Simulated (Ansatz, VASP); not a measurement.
# KF: VASP beside Ansatz

File POSCAR:

```
KF
1.0
    0.0000000000      2.6735000000      2.5398250000
    2.6735000000      0.0000000000      2.5398250000
    2.6735000000      2.6735000000      0.0000000000
K F
1 1
Direct
    0.0000000000      0.0000000000      0.0000000000
    0.5000000000      0.5000000000      0.5000000000
```

Contents of INCAR.step1:

```
SYSTEM = KF
PREC = Accurate
ENCUT = 520
ISMEAR = 0
SIGMA = 0.05
LREAL = .FALSE.
LASPH = .TRUE.
NELM = 80
NBANDS = 15
GGA = PE
ALGO = Normal
EDIFF = 1E-4
LWAVE = .TRUE.
LCHARG = .FALSE.
```

INCAR.step2

```
SYSTEM = KF
PREC = Accurate
ENCUT = 520
EDIFF = 1E-6
ISMEAR = 0
SIGMA = 0.05
LREAL = .FALSE.
LASPH = .TRUE.
NELM = 80
ALGO = Normal
ISIF = 2
LWAVE = .FALSE.
LCHARG = .FALSE.
METAGGA = R2SCAN
LMIXTAU = .TRUE.
NBANDS = 15
ISTART = 1
```

The input KPOINTS:

```
regular mesh
0
G
  8 8 8
  0 0 0
```

Input for Ansatz:

```yaml
crystal:
  lattice:
    - [0.0, 2.6735, 2.539825]
    - [2.6735, 0.0, 2.539825]
    - [2.6735, 2.6735, 0.0]
  atoms:
    - { symbol: K, position: [0.0, 0.0, 0.0] }
    - { symbol: F, position: [0.5, 0.5, 0.5] }
basis:
  ecutwfc: 500
kpoints:
  mp_grid: { grid: [8, 8, 8] }
hamiltonian:
  xc: r2scan
scf:
  occupations: { method: gaussian, width: 0.05 }
output:
  forces: true
  stress: true
  eigenvalues: true
```

Change from the starting cell: strain +0.000 along x and y, -0.050 along z, atoms carried along.

Alike in both runs: task single point; functional r2SCAN; k mesh 8 × 8 × 8; occupations gaussian, width 0.05 eV; no spin polarisation.

|  | VASP | Ansatz |
| --- | --- | --- |
| version | VASP 6.6.1 | Ansatz 0.2.0 |
| potentials or method | VASP PAW PBE potentials, release 64 (K_sv, F) | scalar-relativistic, plane waves, PAW |
| plane-wave cutoff (eV) | 520 | 500 |
| valence electrons in the cell | 16 | 16 |

|  | VASP | Ansatz | Ansatz less VASP |
| --- | --- | --- | --- |
| gap on the k mesh at the Fermi level (eV) | 7.01 | 7.01 | 0.000 |
| least direct gap on the mesh (eV) | 7.01 | 7.01 | 0.000 |
| pressure (GPa) | 1.6 | 1.6 | 0.00 |
| largest component of the traceless stress (GPa) | 2.97 | 2.88 | -0.092 |

The functional is the same, so the differences come from potentials, cutoffs and numerics.

Caveats: the PAW data sets were made with another functional, which shifts forces and pressure a little (VASP). A k mesh can miss the band edges.
